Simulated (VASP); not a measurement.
# TePb (Fm-3m) in VASP: a series of runs

The runs below take TePb through single point, with PBEsol.

Program: VASP 6.6.1. These are calculated values, not measurements. Logs are shortened: lines on timing, memory, paths and dates and some standing lists are left out, and cuts for length are marked.

**The experiment to reproduce.**

A printed reference work, monograph reports, for a bulk crystal of TePb at 4.2 K: band gap 0.19 eV (direct).

How close the calculation comes is told below.

## Step 1: The cell of the first run

It takes space group Fm-3m (No. 225, cubic). Conventional cell: a = 6.330 Å, b = 6.330 Å, c = 6.330 Å, α = 90.00°, β = 90.00°, γ = 90.00°. Te (site symmetry m-3m) has 6 Pb at 3.17 Å within 4.2 Å. Pb (site symmetry m-3m) has 6 Te at 3.17 Å within 4.2 Å.

## Step 2: Single point, PBEsol

The input, INCAR:

```
SYSTEM = TePb
  ALGO = Normal
  EDIFF = 1E-7
  ENCUT = 520
  GGA = PS
  ISIF = 2
  ISMEAR = 0
  LASPH = .TRUE.
  LCHARG = .FALSE.
  LREAL = .FALSE.
  LWAVE = .FALSE.
  NBANDS = 17
  NELM = 100
  PREC = Accurate
  SIGMA = 0.01
```

The input, KPOINTS:

```
k-points
0
G
  6 6 6
  0 0 0
```

The input, POSCAR:

```
TePb
1.0
    0.0000000000      3.1650427173      3.1650427173
    3.1650427173      0.0000000000      3.1650427173
    3.1650427173      3.1650427173      0.0000000000
Te Pb
1 1
Direct
    0.5000000000      0.5000000000      0.5000000000
    0.0000000000      0.0000000000      0.0000000000
```

Potentials or basis: VASP PAW PBE potentials, release 64 (Te, Pb_d).

On the command line:

```console
cat potpaw_PBE.64/Te/POTCAR potpaw_PBE.64/Pb_d/POTCAR > POTCAR
mpirun -np 1 vasp_std > vasp.out
```

OUTCAR:

```text
SYSTEM = TePb
   EDIFF = 1E-7
   ENCUT = 520
   GGA = PS
   ISIF = 2
   ISMEAR = 0
   LASPH = .TRUE.
   LREAL = .FALSE.
   NELM = 100
   PREC = Accurate

 ion  position               nearest neighbor table
   1  0.500  0.500  0.500-   2 3.17   2 3.17   2 3.17   2 3.17   2 3.17   2 3.17
   2  0.000  0.000  0.000-   1 3.17   1 3.17   1 3.17   1 3.17   1 3.17   1 3.17

  LATTYP: Found a face centered cubic cell.
 ALAT       =     6.3300854346

  Lattice vectors:

 A1 = (   0.0000000000,   3.1650427173,   3.1650427173)
 A2 = (   3.1650427173,   0.0000000000,   3.1650427173)
 A3 = (   3.1650427173,   3.1650427173,   0.0000000000)

Analysis of symmetry for initial positions (statically):
=====================================================================
 Subroutine PRICEL returns:
 Original cell was already a primitive cell.

 Routine SETGRP: Setting up the symmetry group for a
 face centered cubic supercell.

 Subroutine GETGRP returns: Found 48 space group operations
 (whereof 48 operations were pure point group operations)
 out of a pool of 48 trial point group operations.

The static configuration has the point symmetry O_h .

Analysis of symmetry for dynamics (positions and initial velocities):
=====================================================================
 Subroutine PRICEL returns:
 Original cell was already a primitive cell.

 Routine SETGRP: Setting up the symmetry group for a
 face centered cubic supercell.

 Subroutine GETGRP returns: Found 48 space group operations
 (whereof 48 operations were pure point group operations)
 out of a pool of 48 trial point group operations.

The dynamic configuration has the point symmetry O_h .

 Subroutine INISYM returns: Found 48 space group operations
 (whereof 48 operations are pure point group operations),
 and found     1 'primitive' translations

----------------------------------------------------------------------------------------

                                     Primitive cell

  volume of cell :      63.4116

  direct lattice vectors                    reciprocal lattice vectors
     0.000000000  3.165042717  3.165042717    -0.157975751  0.157975751  0.157975751
     3.165042717  0.000000000  3.165042717     0.157975751 -0.157975751  0.157975751
     3.165042717  3.165042717  0.000000000     0.157975751  0.157975751 -0.157975751

  length of vectors
     4.476046336  4.476046336  4.476046336     0.273622027  0.273622027  0.273622027

  position of ions in fractional coordinates (direct lattice)
[... 70 lines left out ...]
   EDIFF  = 0.1E-06   stopping-criterion for ELM
   LREAL  =      F    real-space projection
   EDIFFG = 0.1E-05   stopping-criterion for IOM
   NSW    =      0    number of steps for IOM
   IBRION =     -1    ionic relax: 0-MD 1-quasi-New 2-CG
   NFREE  =      0    steps in history (QN), initial steepest desc. (CG)
   ISIF   =      2    stress and relaxation
   ISYM   =      2    0-nonsym 1-usesym 2-fastsym
   POTIM  = 0.5000    time-step for ionic-motion
   TEBEG  =    0.0;   TEEND  =   0.0 temperature during run
   PSTRESS=    0.0 pullay stress
   NELECT =      20.0000    total number of electrons
   NUPDOWN=      -1.0000    fix difference up-down
   EMIN   =  10.00;   EMAX   =-10.00  energy-range for DOS
   EFERMI =   0.00;   METHOD = LEGACY
   ISMEAR =     0;   SIGMA  =   0.01  broadening in eV -4-tet -1-fermi 0-gaus
   EFERMI_NEDOS =   21; number of points for ismear=-14 and -15
   IALGO  =     38    algorithm
   IMIX   =      4    mixing-type and parameters
     AMIX     =   0.40;   BMIX     =  1.00
     AMIX_MAG =   1.60;   BMIX_MAG =  1.00
  volume/ion in A,a.u.               =      31.71       213.96
  Fermi-wavevector in a.u.,A,eV,Ry     =   1.114368  2.105850 16.895930  1.241816
  Thomas-Fermi vector in A             =   2.250962
   LORBIT       =      0    0 simple, 1 ext, 2 COOP (PROOUT), +10 PAW based schemes
   GGA     = PS    functional components
   LHFCALC =     F    Hartree Fock is set to
   AEXX    =    0.0000 exact exchange contribution
   IVDW    =     0    specifies the selected vdW correction
   LEPSILON=     F    determine dielectric tensor
   LRPA    =     F    only Hartree local field effects (RPA)
 non-spin polarized calculation
 Gauss-broadening in eV      SIGMA  =   0.01
  energy-cutoff  :      520.00
  volume of cell :       63.41
 maximum number of plane-waves:      1724
 NGX is ok and might be reduce to    36
   NGX = 17   NGY = 17   NGZ = 17

 number of electron      19.9999998 magnetization

 Free energy of the ion-electron system (eV)
  ---------------------------------------------------
  ext. energy  EPLUGINS =         0.00000000
  ---------------------------------------------------
  free energy    TOTEN  =        -8.23155836 eV

  energy without entropy =       -8.23155836  energy(sigma->0) =       -8.23155836

 E-fermi :   6.3591     XC(G=0):  -9.7498

 val. band max:        6.3052822200   @ k =   0.5000   0.0000   0.0000
 cond. band min:       6.8295462710   @ k =   0.5000   0.0000   0.0000
 fundamental gap:      0.5242640510
 Fermi energy:         6.3591438600

 k-point     1 :       0.0000    0.0000    0.0000
  band No.  band energies     occupation
      1     -10.4635      2.00000
      2     -10.4635      2.00000
      3     -10.4472      2.00000
      4     -10.4472      2.00000
      5     -10.4472      2.00000
      6      -6.2854      2.00000
[... 297 lines left out ...]
      4     -10.4255      2.00000
      5     -10.4128      2.00000
      6      -4.2215      2.00000
[... 9 lines left out ...]
     16      17.2358      0.00000
     17      17.8109      0.00000

------------------------ aborting loop because EDIFF is reached ----------------------------------------

  FORCE on cell =-STRESS in cart. coord.  units (eV):
  Direction    XX          YY          ZZ          XY          YZ          ZX
  --------------------------------------------------------------------------------------
  -------------------------------------------------------------------------------------
  Total        1.0693253      1.0693253      1.0693253      0.0000000      0.0000000      0.0000000
  in kB       27.0179077     27.0179077     27.0179077      0.0000000      0.0000000      0.0000000
  external PRESSURE =      27.0179077 kB  Pullay stress =       0.0000000 kB

 VOLUME and BASIS-vectors are now :
 -----------------------------------------------------------------------------
  energy-cutoff  :      520.00
  volume of cell :       63.41
      direct lattice vectors                 reciprocal lattice vectors
     0.000000000  3.165042717  3.165042717    -0.157975751  0.157975751  0.157975751
     3.165042717  0.000000000  3.165042717     0.157975751 -0.157975751  0.157975751
     3.165042717  3.165042717  0.000000000     0.157975751  0.157975751 -0.157975751

 POSITION                                       TOTAL-FORCE (eV/Angst)
 -----------------------------------------------------------------------------------
      3.16504      3.16504      3.16504         0.000000      0.000000      0.000000
      0.00000      0.00000      0.00000        -0.000000     -0.000000     -0.000000
 -----------------------------------------------------------------------------------
    total drift:                               -0.000000      0.000000      0.000000

  FREE ENERGIE OF THE ION-ELECTRON SYSTEM (eV)
  ---------------------------------------------------
  free  energy   TOTEN  =        -8.2315583617 eV

  energy  without entropy=       -8.2315583617  energy(sigma->0) =       -8.23155836
```

OSZICAR:

```text
N       E                     dE             d eps       ncg     rms          rms(c)
DAV:   1     0.149029812332E+03    0.14903E+03   -0.90185E+03   544   0.116E+03
DAV:   2     0.160908574131E+01   -0.14742E+03   -0.14312E+03   569   0.298E+02
DAV:   3    -0.806794708493E+01   -0.96770E+01   -0.96315E+01   705   0.814E+01
DAV:   4    -0.831968788437E+01   -0.25174E+00   -0.25161E+00   695   0.146E+01
DAV:   5    -0.833156786812E+01   -0.11880E-01   -0.11880E-01   778   0.285E+00    0.397E+00
DAV:   6    -0.823736322094E+01    0.94205E-01   -0.18944E-01   785   0.357E+00    0.248E+00
DAV:   7    -0.823163057368E+01    0.57326E-02   -0.67746E-02   720   0.146E+00    0.888E-01
DAV:   8    -0.823155583481E+01    0.74739E-04   -0.78750E-03   684   0.902E-01    0.150E-01
DAV:   9    -0.823156129270E+01   -0.54579E-05   -0.70231E-04   803   0.286E-01    0.372E-02
DAV:  10    -0.823155718589E+01    0.41068E-05   -0.68171E-05   701   0.739E-02    0.203E-02
DAV:  11    -0.823155880872E+01   -0.16228E-05   -0.24081E-05   721   0.408E-02    0.196E-02
DAV:  12    -0.823155861961E+01    0.18911E-06   -0.18712E-06   616   0.716E-03    0.118E-02
DAV:  13    -0.823155833822E+01    0.28139E-06   -0.25959E-07   664   0.357E-03    0.526E-03
DAV:  14    -0.823155836170E+01   -0.23477E-07   -0.26651E-07   519   0.554E-03
   1 F= -.82315584E+01 E0= -.82315584E+01  d E =-.262916E-16
```

It took 26 s on 1 thread of Intel Xeon 8259CL, shared host; peak memory 0.2 GiB.

Results:

| Item | Value |
| --- | --- |
| Free energy | -8.2316 eV |
| Pressure | 2.7 GPa |
| Band gap on the k mesh | 0.52 eV, direct |

Levels at points of the mesh, in eV from the valence-band top:
| k point | band 8 | band 9 | band 10 | band 11 | band 12 | band 13 |
| --- | --- | --- | --- | --- | --- | --- |
| (0.00, 0.00, 0.00) | -1.60 | -1.60 | -1.60 | 4.10 | 4.10 | 4.10 |
| (0.50, 0.00, 0.00) | -1.09 | -1.09 | 0.00 | 0.52 | 1.06 | 1.06 |
| (0.50, 0.50, 0.00) | -5.05 | -3.19 | -3.19 | 2.92 | 5.67 | 5.67 |

Caveat: the PAW data sets were made with another functional, which shifts forces and pressure a little; spin-orbit coupling is left out, which moves the levels of the heavy elements.

## Step 3: Single point, PBEsol

This run uses another cell than the first one, of 32.72 Å³/atom, 1.032 times its volume.

The input, INCAR:

```
SYSTEM = TePb
  PREC = Accurate
  ENCUT = 520
  EDIFF = 1E-6
  ISMEAR = 0
  SIGMA = 0.01
  LREAL = .FALSE.
  LASPH = .TRUE.
  NELM = 60
  ALGO = Normal
  ISIF = 2
  LWAVE = .FALSE.
  LCHARG = .FALSE.
  GGA = PS
  NBANDS = 17
```

The input, KPOINTS:

```
Automatic mesh
0
G
  6 6 6
  0 0 0
```

The input, POSCAR:

```
TePb
1.0
    0.0000000000      3.1983614049      3.1983614049
    3.1983614049      0.0000000000      3.1983614049
    3.1983614049      3.1983614049      0.0000000000
Te Pb
1 1
Direct
    0.5000000000      0.5000000000      0.5000000000
    0.0000000000      0.0000000000      0.0000000000
```

Potentials or basis: VASP PAW PBE potentials, release 64 (Te, Pb_d).

On the command line:

```console
cat potpaw_PBE.64/Te/POTCAR potpaw_PBE.64/Pb_d/POTCAR > POTCAR
mpirun -np 1 vasp_std > vasp.out
```

It took 25 s on 1 thread of Intel Xeon 8259CL, shared host; peak memory 0.2 GiB.

It converged, with:

```
Free energy            : -8.2553 eV
Pressure               : 1.0 GPa
Band gap on the k mesh : 0.60 eV, direct
```

Levels at points of the mesh, in eV from the valence-band top:
| k point | band 7 | band 8 | band 9 | band 10 | band 11 | band 12 | band 13 | band 14 |
| --- | --- | --- | --- | --- | --- | --- | --- | --- |
| (0.00, 0.00, 0.00) | -5.54 | -1.46 | -1.46 | -1.46 | 4.08 | 4.08 | 4.08 | 5.68 |
| (0.50, 0.00, 0.00) | -8.78 | -0.97 | -0.97 | 0.00 | 0.60 | 1.16 | 1.16 | 8.32 |
| (0.50, 0.50, 0.00) | -7.37 | -4.77 | -2.99 | -2.99 | 3.07 | 5.57 | 5.57 | 6.85 |

Caveat: the PAW data sets were made with another functional, which shifts forces and pressure a little; spin-orbit coupling is left out, which moves the levels of the heavy elements.

## Step 4: Single point, PBEsol

This run uses another cell than the first one, of 34.74 Å³/atom, 1.096 times its volume.

The input, INCAR:

```
SYSTEM = TePb
PREC = Accurate ; ENCUT = 520
EDIFF = 1E-6 ; ISMEAR = 0
SIGMA = 0.01 ; LREAL = .FALSE.
LASPH = .TRUE. ; NELM = 80
ALGO = Normal ; ISIF = 2
LWAVE = .FALSE. ; LCHARG = .TRUE.
GGA = PS ; LELF = .TRUE.
LVHAR = .TRUE. ; NBANDS = 17
```

KPOINTS is that of step 3.

The input, POSCAR:

```
TePb
1.0
    0.0000000000      3.2629921796      3.2629921796
    3.2629921796      0.0000000000      3.2629921796
    3.2629921796      3.2629921796      0.0000000000
Te Pb
1 1
Direct
    0.5000000000      0.5000000000      0.5000000000
    0.0000000000      0.0000000000      0.0000000000
```

Potentials or basis: VASP PAW PBE potentials, release 64 (Te, Pb_d).

On the command line:

```console
cat potpaw_PBE.64/Te/POTCAR potpaw_PBE.64/Pb_d/POTCAR > POTCAR
mpirun -np 1 vasp_std > vasp.out
```

OUTCAR:

```text
SYSTEM = TePb
   PREC = Accurate
   ENCUT = 520
   EDIFF = 1E-6
   ISMEAR = 0
   LREAL = .FALSE.
   LASPH = .TRUE.
   NELM = 80
   ISIF = 2
   GGA = PS

 ion  position               nearest neighbor table
   1  0.500  0.500  0.500-   2 3.26   2 3.26   2 3.26   2 3.26   2 3.26   2 3.26
   2  0.000  0.000  0.000-   1 3.26   1 3.26   1 3.26   1 3.26   1 3.26   1 3.26

  LATTYP: Found a face centered cubic cell.
 ALAT       =     6.5259843592

  Lattice vectors:

 A1 = (   0.0000000000,   3.2629921796,   3.2629921796)
 A2 = (   3.2629921796,   0.0000000000,   3.2629921796)
 A3 = (   3.2629921796,   3.2629921796,   0.0000000000)

Analysis of symmetry for initial positions (statically):
=====================================================================
 Subroutine PRICEL returns:
 Original cell was already a primitive cell.

 Routine SETGRP: Setting up the symmetry group for a
 face centered cubic supercell.

 Subroutine GETGRP returns: Found 48 space group operations
 (whereof 48 operations were pure point group operations)
 out of a pool of 48 trial point group operations.

The static configuration has the point symmetry O_h .

[... 151 lines left out ...]

 E-fermi :   5.1207     XC(G=0):  -9.3394

 val. band max:        5.0772369535   @ k =   0.5000   0.0000   0.0000
 cond. band min:       5.8058175729   @ k =   0.5000   0.0000   0.0000
 fundamental gap:      0.7285806193
 Fermi energy:         5.1206588188

 k-point     1 :       0.0000    0.0000    0.0000
  band No.  band energies     occupation
      1     -11.4989      2.00000
      2     -11.4989      2.00000
      3     -11.4902      2.00000
      4     -11.4902      2.00000
      5     -11.4902      2.00000
      6      -6.7084      2.00000
[... 297 lines left out ...]
      4     -11.4751      2.00000
      5     -11.4667      2.00000
      6      -5.0155      2.00000
[... 9 lines left out ...]
     16      15.6801      0.00000
     17      16.5409      0.00000

------------------------ aborting loop because EDIFF is reached ----------------------------------------

  FORCE on cell =-STRESS in cart. coord.  units (eV):
  Direction    XX          YY          ZZ          XY          YZ          ZX
  --------------------------------------------------------------------------------------
  -------------------------------------------------------------------------------------
  Total       -0.7015088     -0.7015088     -0.7015088      0.0000000      0.0000000      0.0000000
  in kB      -16.1757937    -16.1757937    -16.1757937      0.0000000      0.0000000      0.0000000
  external PRESSURE =     -16.1757937 kB  Pullay stress =       0.0000000 kB

 VOLUME and BASIS-vectors are now :
 -----------------------------------------------------------------------------
  energy-cutoff  :      520.00
  volume of cell :       69.48
      direct lattice vectors                 reciprocal lattice vectors
     0.000000000  3.262992180  3.262992180    -0.153233588  0.153233588  0.153233588
     3.262992180  0.000000000  3.262992180     0.153233588 -0.153233588  0.153233588
     3.262992180  3.262992180  0.000000000     0.153233588  0.153233588 -0.153233588

 POSITION                                       TOTAL-FORCE (eV/Angst)
 -----------------------------------------------------------------------------------
      3.26299      3.26299      3.26299         0.000000     -0.000000      0.000000
      0.00000      0.00000      0.00000        -0.000000      0.000000     -0.000000
 -----------------------------------------------------------------------------------
    total drift:                               -0.000000      0.000000      0.000000

  FREE ENERGIE OF THE ION-ELECTRON SYSTEM (eV)
  ---------------------------------------------------
  free  energy   TOTEN  =        -8.2471063454 eV

  energy  without entropy=       -8.2471063454  energy(sigma->0) =       -8.24710635
```

Run time: 27 s. Hardware: 1 thread of Intel Xeon 8259CL, shared host; peak memory 0.21 GiB.

What came out:

- Free energy: -8.2471 eV
- Pressure: -1.6 GPa
- Band gap on the k mesh: 0.73 eV, direct

Caveat: the PAW data sets were made with another functional, which shifts forces and pressure a little; spin-orbit coupling is left out, which moves the levels of the heavy elements.

## Step 5: Single point, PBEsol

This run uses another cell than the first one, of 35.75 Å³/atom, 1.128 times its volume.

The input, INCAR:

```
SYSTEM = TePb
PREC = Accurate
ENCUT = 520
EDIFF = 1E-6
ISMEAR = 0
SIGMA = 0.01
LREAL = .False.
LASPH = .True.
NELM = 60
ALGO = Normal
ISIF = 2
LWAVE = .False.
LCHARG = .True.
GGA = PS
LELF = .True.
LVHAR = .True.
NBANDS = 17
```

The input, KPOINTS:

```
regular mesh
0
Gamma
  6 6 6
  0 0 0
```

The input, POSCAR:

```
TePb
1.0
    0.0000000000      3.2943690292      3.2943690292
    3.2943690292      0.0000000000      3.2943690292
    3.2943690292      3.2943690292      0.0000000000
Te Pb
1 1
Direct
    0.5000000000      0.5000000000      0.5000000000
    0.0000000000      0.0000000000      0.0000000000
```

On the command line:

```console
cat potpaw_PBE.64/Te/POTCAR potpaw_PBE.64/Pb_d/POTCAR > POTCAR
mpirun -np 1 vasp_std > vasp.out
```

Run time: 28 s. Hardware: 1 thread of Intel Xeon 8259CL, shared host; peak memory 0.2 GiB.

It converged, with:

| Quantity | Value |
| --- | --- |
| Free energy | -8.2208 eV |
| Pressure | -2.6 GPa |
| Band gap on the k mesh | 0.78 eV, direct |

Levels at points of the mesh, in eV from the valence-band top:
| k point | band 8 | band 9 | band 10 | band 11 | band 12 | band 13 |
| --- | --- | --- | --- | --- | --- | --- |
| (0.00, 0.00, 0.00) | -1.11 | -1.11 | -1.11 | 4.00 | 4.00 | 4.00 |
| (0.50, 0.00, 0.00) | -0.68 | -0.68 | 0.00 | 0.78 | 1.39 | 1.39 |
| (0.50, 0.50, 0.00) | -4.07 | -2.47 | -2.47 | 3.47 | 5.26 | 5.26 |

Caveat: the PAW data sets were made with another functional, which shifts forces and pressure a little; spin-orbit coupling is left out, which moves the levels of the heavy elements.

## Step 6: Summary

```tsv
cell	gap on the mesh (eV)	pressure (GPa)
a = 4.476 Å, angles 60.0°, 2 atoms	0.52	2.7
a = 4.523 Å, angles 60.0°, 2 atoms	0.60	1.0
a = 4.615 Å, angles 60.0°, 2 atoms	0.73	-1.6
a = 4.659 Å, angles 60.0°, 2 atoms	0.78	-2.6
```

Alike in all rows: task single point; level PBEsol; potentials or basis VASP PAW PBE potentials, release 64 (Te, Pb_d); no spin polarisation; k mesh 6 × 6 × 6; cutoff (eV) 520; smearing gaussian 0.01 eV.

Caveats: the PAW data sets were made with another functional, which shifts forces and pressure a little; spin-orbit coupling is left out, which moves the levels of the heavy elements.

Total energies depend on the potentials used, so only differences within one code and one set of settings carry meaning.

## Step 7: Comparison with measurements

Step 2. Measured gap of TePb: 0.19 eV (direct; 4.2 K; a printed reference work, monograph). This calculation gives 0.52 eV (+0.33 eV). Spin-orbit coupling on Pb, Te is left out. The value is that of PBEsol on a finite k mesh, which can miss the band edges, without temperature or zero-point motion.

Step 3. Against the measured gap of TePb, 0.19 eV (direct; 4.2 K; a printed reference work, monograph), the calculated 0.60 eV is off by +0.41 eV. Spin-orbit coupling on Pb, Te is left out. The value is that of PBEsol on a finite k mesh, which can miss the band edges, without temperature or zero-point motion.

Step 4. Measured gap of TePb: 0.19 eV (direct; 4.2 K; a printed reference work, monograph). This calculation gives 0.73 eV (+0.54 eV). Spin-orbit coupling on Pb, Te is left out. The value is that of PBEsol on a finite k mesh, which can miss the band edges, without temperature or zero-point motion.

Step 5. A measured gap of TePb is 0.19 eV (direct; 4.2 K; a printed reference work, monograph); the calculated 0.78 eV misses it by +0.59 eV. Spin-orbit coupling on Pb, Te is left out. The value is that of PBEsol on a finite k mesh, which can miss the band edges, without temperature or zero-point motion.
